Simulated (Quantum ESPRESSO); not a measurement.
The system is CaO.

```
Ca O
1.0
     0.00000    2.40356    2.40356
     2.40356    0.00000    2.40356
     2.40356    2.40356    0.00000
Ca O
1 1
Direct
  0.00000 0.00000 0.00000
  0.50000 0.50000 0.50000
```

The cell is a database's computed one.

Program: Quantum ESPRESSO 7.5. Alike in all runs: task dielectric tensor; no spin polarisation; cell as given; k mesh 8 × 8 × 8, shifted; cutoff (eV) 1143; smearing fermi-dirac 0.05 eV.

Question: Order these runs on this cell by their pressure, lowest first.
A. level PBE; potentials or basis PseudoDojo 0.4.1 SR PBE standard
B. level PBEsol; potentials or basis PseudoDojo 0.4.1 SR PBEsol standard
C. level BLYP; potentials or basis PseudoDojo 0.4.1 SR PBE standard
D. level LDA; potentials or basis PseudoDojo 0.4.1 SR LDA standard; form of the LDA correlation PW92

Answer: D (-7.3 GPa), B (-3.0 GPa), A (1.3 GPa), C (4.3 GPa).

Caveats: the cell is more than 3 GPa from zero pressure, which shifts response properties (some runs); the potentials were made for another functional, which shifts forces and pressure (some runs).
